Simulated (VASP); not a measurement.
# N2 in VASP: further runs

The runs below take N2 through single point, with LDA, PBEsol, PBE+D3.

All numbers are computed with VASP 6.6.1; they aren't measurements. Logs are shortened: lines on timing, memory, paths and dates and some standing lists are left out, and cuts for length are marked.

**1. The molecule as given**

The cell holds a molecule in a box, 2 atoms: a = 11.441 Å, b = 11.941 Å, c = 12.441 Å, α = 90.00°, β = 90.00°, γ = 90.00°.

**2. Single point, LDA**

File INCAR:

```
SYSTEM = N
PREC = Accurate
ENCUT = 400
EDIFF = 1E-6
ISMEAR = 0
SIGMA = 0.01
LREAL = .FALSE.
LASPH = .TRUE.
NELM = 100
ALGO = Normal
ISIF = 2
LWAVE = .FALSE.
LCHARG = .FALSE.
NBANDS = 12
ISYM = 0
```

File KPOINTS:

```
regular mesh
0
G
  1 1 1
  0 0 0
```

File POSCAR:

```
N                                       
1.0
   11.4414717937      0.0000000000      0.0000000000
    0.0000000000     11.9414717937      0.0000000000
    0.0000000000      0.0000000000     12.4414717937
  N             
     2
Selective dynamics
Direct
     0.5214622657000021    0.5159199176000016    0.4621639702999971   F   F   F
     0.4777975864411552    0.4920518644329004    0.5391389000487088   T   T   T
```

Potentials or basis: VASP PAW LDA potentials, release 64 (N).

The run is started by

```console
$ cat potpaw_LDA.64/N/POTCAR > POTCAR
$ mpirun -np 4 vasp_gam > vasp.out
```

OUTCAR:

```text
SYSTEM = N
   PREC = Accurate
   ENCUT = 400
   EDIFF = 1E-6
   ISMEAR = 0
   LREAL = .FALSE.
   LASPH = .TRUE.
   NELM = 100
   ISIF = 2
   ISYM = 0

 ion  position               nearest neighbor table
   1  0.521  0.516  0.462-   2 1.12
   2  0.478  0.492  0.539-   1 1.12

IMPORTANT INFORMATION: All symmetrisations will be switched off!
NOSYMM: (Re-)initialisation of all symmetry stuff for point group C_1.

----------------------------------------------------------------------------------------

                                     Primitive cell

  volume of cell :    1699.8536

  direct lattice vectors                    reciprocal lattice vectors
    11.441471794  0.000000000  0.000000000     0.087401343  0.000000000  0.000000000
     0.000000000 11.941471794  0.000000000     0.000000000  0.083741771  0.000000000
     0.000000000  0.000000000 12.441471794     0.000000000  0.000000000  0.080376343

  length of vectors
    11.441471794 11.941471794 12.441471794     0.087401343  0.083741771  0.080376343

  position of ions in fractional coordinates (direct lattice)
     0.521462266  0.515919918  0.462163970
     0.477797586  0.492051864  0.539138900

  ion indices of the primitive-cell ions
   primitive index   ion index
                 1           1
                 2           2

----------------------------------------------------------------------------------------

 KPOINTS: regular mesh

Automatic generation of k-mesh.
 Grid dimensions read from file:
 generate k-points for:    1    1    1

 Generating k-lattice:

  Cartesian coordinates                     Fractional coordinates (reciprocal lattice)
     0.087401343  0.000000000  0.000000000     1.000000000  0.000000000  0.000000000
     0.000000000  0.083741771  0.000000000     0.000000000  1.000000000  0.000000000
     0.000000000  0.000000000  0.080376343     0.000000000  0.000000000  1.000000000

  Length of vectors
     0.087401343  0.083741771  0.080376343

  Shift w.r.t. Gamma in fractional coordinates (k-lattice)
     0.000000000  0.000000000  0.000000000

 Subroutine IBZKPT returns following result:
 ===========================================

 Found      1 irreducible k-points:

 Following reciprocal coordinates:
            Coordinates               Weight
  0.000000  0.000000  0.000000      1.000000
   k-points           NKPTS =      1   k-points in BZ     NKDIM =      1   number of bands    NBANDS=     12
   number of dos      NEDOS =    301   number of ions     NIONS =      2
   total plane-waves  NPLWV = 537600
   dimension x,y,z NGX =    80 NGY =   80 NGZ =   84
   dimension x,y,z NGXF=   160 NGYF=  160 NGZF=  168
   ions per type =               2
   NGX,Y,Z   is equivalent  to a cutoff of  11.62, 11.14, 11.22 a.u.
   NGXF,Y,Z  is equivalent  to a cutoff of  23.25, 22.27, 22.45 a.u.
 SYSTEM =  N
   PREC   = accura    normal or accurate (medium, high low for compatibility)
   ISTART =      0    job   : 0-new  1-cont  2-samecut
   ICHARG =      2    charge: 1-file 2-atom 10-const
   ISPIN  =      1    spin polarized calculation?
   LNONCOLLINEAR =      F non collinear calculations
   LSORBIT =      F    spin-orbit coupling
   LASPH  =      T    aspherical Exc in radial PAW
   ENCUT  =  400.0 eV  29.40 Ry    5.42 a.u.  18.66 19.47 20.29*2*pi/ulx,y,z
   NELM   =    100;   NELMIN=  2; NELMDL= -5     # of ELM steps
   EDIFF  = 0.1E-05   stopping-criterion for ELM
   LREAL  =      F    real-space projection
   EDIFFG = 0.1E-04   stopping-criterion for IOM
   NSW    =      0    number of steps for IOM
   IBRION =     -1    ionic relax: 0-MD 1-quasi-New 2-CG
   NFREE  =      0    steps in history (QN), initial steepest desc. (CG)
   ISIF   =      2    stress and relaxation
   ISYM   =      0    0-nonsym 1-usesym 2-fastsym
   POTIM  = 0.5000    time-step for ionic-motion
   TEBEG  =    0.0;   TEEND  =   0.0 temperature during run
   PSTRESS=    0.0 pullay stress
   NELECT =      10.0000    total number of electrons
   NUPDOWN=      -1.0000    fix difference up-down
   EMIN   =  10.00;   EMAX   =-10.00  energy-range for DOS
   EFERMI =   0.00;   METHOD = LEGACY
   ISMEAR =     0;   SIGMA  =   0.01  broadening in eV -4-tet -1-fermi 0-gaus
   EFERMI_NEDOS =   21; number of points for ismear=-14 and -15
   IALGO  =     38    algorithm
   IMIX   =      4    mixing-type and parameters
     AMIX     =   0.40;   BMIX     =  1.00
     AMIX_MAG =   1.60;   BMIX_MAG =  1.00
  volume/ion in A,a.u.               =     849.93      5735.59
  Fermi-wavevector in a.u.,A,eV,Ry     =   0.295532  0.558474  1.188320  0.087339
  Thomas-Fermi vector in A             =   1.159194
   LORBIT       =      0    0 simple, 1 ext, 2 COOP (PROOUT), +10 PAW based schemes
   GGA     = CA    functional components
   LHFCALC =     F    Hartree Fock is set to
   AEXX    =    0.0000 exact exchange contribution
   IVDW    =     0    specifies the selected vdW correction
   LEPSILON=     F    determine dielectric tensor
   LRPA    =     F    only Hartree local field effects (RPA)
 non-spin polarized calculation
 Gauss-broadening in eV      SIGMA  =   0.01
  energy-cutoff  :      400.00
  volume of cell :     1699.85
 maximum number of plane-waves:     15454
 NGX is ok and might be reduce to    80
   NGX = 37   NGY = 39   NGZ = 41

 number of electron      10.0000000 magnetization

 number of electron       9.9999997 magnetization

 Free energy of the ion-electron system (eV)
  ---------------------------------------------------
  ext. energy  EPLUGINS =         0.00000000
  ---------------------------------------------------
  free energy    TOTEN  =       -17.47296145 eV

  energy without entropy =      -17.47296145  energy(sigma->0) =      -17.47296145

 E-fermi : -10.1462     XC(G=0):  -0.3714

 val. band max:      -10.2704810454   @ k =   0.0000   0.0000   0.0000
 cond. band min:      -2.3516243510   @ k =   0.0000   0.0000   0.0000
 fundamental gap:      7.9188566944
 Fermi energy:       -10.1461509843

 k-point     1 :       0.0000    0.0000    0.0000
  band No.  band energies     occupation
      1     -28.0803      2.00000
      2     -13.4494      2.00000
      3     -11.6857      2.00000
      4     -11.6855      2.00000
      5     -10.2705      2.00000
      6      -2.3516      0.00000
      7      -2.3513      0.00000
      8      -0.1362      0.00000
      9       0.7948      0.00000
     10       0.7988      0.00000
     11       0.8434      0.00000
     12       0.9276      0.00000

------------------------ aborting loop because EDIFF is reached ----------------------------------------

  FORCE on cell =-STRESS in cart. coord.  units (eV):
  Direction    XX          YY          ZZ          XY          YZ          ZX
  --------------------------------------------------------------------------------------
  -------------------------------------------------------------------------------------
  Total       -1.3687755     -1.0770218     -2.5637023     -0.2537328      0.4893285      0.8543739
  in kB       -1.2901235     -1.0151345     -2.4163879     -0.2391529      0.4612109      0.8052803
  external PRESSURE =      -1.5738820 kB  Pullay stress =       0.0000000 kB

 VOLUME and BASIS-vectors are now :
 -----------------------------------------------------------------------------
  energy-cutoff  :      400.00
  volume of cell :     1699.85
      direct lattice vectors                 reciprocal lattice vectors
    11.441471794  0.000000000  0.000000000     0.087401343  0.000000000  0.000000000
     0.000000000 11.941471794  0.000000000     0.000000000  0.083741771  0.000000000
     0.000000000  0.000000000 12.441471794     0.000000000  0.000000000  0.080376343

 POSITION                                       TOTAL-FORCE (eV/Angst)
 -----------------------------------------------------------------------------------
      5.96630      6.16084      5.75000        -0.878475     -0.505108      1.687108
      5.46671      5.87582      6.70768         0.878475      0.505108     -1.687108
 -----------------------------------------------------------------------------------
    total drift:                               -0.000149     -0.000009      0.000789

  FREE ENERGIE OF THE ION-ELECTRON SYSTEM (eV)
  ---------------------------------------------------
  free  energy   TOTEN  =       -17.4729614505 eV

  energy  without entropy=      -17.4729614505  energy(sigma->0) =      -17.47296145
```

Wall time 19 s (4 MPI ranks of Intel Xeon Platinum 8488C (Sapphire Rapids), shared host); peak memory 0.27 GiB.

What came out:

```
Free energy                     : -17.4730 eV
Largest force                   : 1.968 eV/Å
Gap between the frontier levels : 7.92 eV
```

Forces on the atoms (eV/Å):
```
N   -0.878 -0.505  1.687
N    0.878  0.505 -1.687
```

Caveat: the cutoff is under 1.25 times the usual one of these potentials, so pressure, stress and relaxed cells hold a basis-set (Pulay) error; the standard files for N, O and F lose accuracy on very short bonds.

**3. Single point, PBEsol**

Changes to INCAR since step 2:

```diff
@@ -13,2 +13,3 @@
 LCHARG = .FALSE.
+GGA = PS
 NBANDS = 12
```

KPOINTS is that of step 2.

POSCAR is that of step 2.

Potentials or basis: VASP PAW PBE potentials, release 64 (N).

The run is started by

```console
$ cat potpaw_PBE.64/N/POTCAR > POTCAR
$ mpirun -np 4 vasp_gam > vasp.out
```

It took 28 s on 4 MPI ranks of Intel Xeon Platinum 8488C (Sapphire Rapids), shared host; peak memory 0.34 GiB.

Results (log left out):

```yaml
Free_energy: -17.0300 eV
Largest_force: 0.247 eV/Å
Gap_between_the_frontier_levels: 7.98 eV
```

Forces in eV/Å, atoms in the order of the input:
```
N   -0.109 -0.066  0.212
N    0.109  0.066 -0.212
```

Levels at points of the mesh, in eV from the valence-band top:
| k point | band 1 | band 2 | band 3 | band 4 | band 5 | band 6 | band 7 | band 8 | band 9 | band 10 |
| --- | --- | --- | --- | --- | --- | --- | --- | --- | --- | --- |
| (0.00, 0.00, 0.00) | -17.96 | -3.36 | -1.39 | -1.39 | 0.00 | 7.98 | 7.98 | 9.91 | 10.84 | 10.86 |

Caveat: the cutoff is under 1.25 times the usual one of these potentials, so pressure, stress and relaxed cells hold a basis-set (Pulay) error; the standard files for N, O and F lose accuracy on very short bonds; the PAW data sets were made with another functional, which shifts forces and pressure a little. As with any semilocal functional, this PBEsol gap is likely too small.

**4. Single point, PBE+D3**

Changes to INCAR since step 3:

```diff
@@ -13,3 +13,4 @@
 LCHARG = .FALSE.
-GGA = PS
+GGA = PE
+IVDW = 11
 NBANDS = 12
```

KPOINTS is that of step 3.

POSCAR is that of step 3.

The run is started by

```console
$ cat potpaw_PBE.64/N/POTCAR > POTCAR
$ mpirun -np 4 vasp_gam > vasp.out
```

It took 29 s on 4 MPI ranks of Intel Xeon Platinum 8488C (Sapphire Rapids), shared host; peak memory 0.35 GiB.

Results (log left out):

| Quantity | Value |
| --- | --- |
| Free energy | -16.6225 eV |
| Largest force | 0.010 eV/Å |
| Gap between the frontier levels | 8.02 eV |
| Dispersion energy per atom | 0.000 eV |

Forces on the atoms (eV/Å):
```
N   -0.002 -0.005  0.008
N    0.002  0.005 -0.008
```

Levels at points of the mesh, in eV from the valence-band top:
```tsv
k point	band 3	band 4	band 5	band 6	band 7	band 8
(0.00, 0.00, 0.00)	-1.33	-1.33	0.00	8.02	8.02	9.94
```

Caveat: the cutoff is under 1.25 times the usual one of these potentials, so pressure, stress and relaxed cells hold a basis-set (Pulay) error; the standard files for N, O and F lose accuracy on very short bonds.

**5. Summary**

```csv
level,potentials or basis,gap on the mesh (eV),largest force (eV/Å)
LDA,"VASP PAW LDA potentials, release 64 (N)",7.92,1.97
PBEsol,"VASP PAW PBE potentials, release 64 (N)",7.98,0.25
PBE+D3,"VASP PAW PBE potentials, release 64 (N)",8.02,0.01
```

Alike in all rows: task single point; no spin polarisation; cell as given; k mesh 1 × 1 × 1; cutoff (eV) 400; smearing gaussian 0.01 eV.

Caveats: the cutoff is under 1.25 times the usual one of these potentials, so pressure, stress and relaxed cells hold a basis-set (Pulay) error; the standard files for N, O and F lose accuracy on very short bonds; the PAW data sets were made with another functional, which shifts forces and pressure a little (some runs).

Total energies depend on the potentials used, so only differences within one code and one set of settings carry meaning.
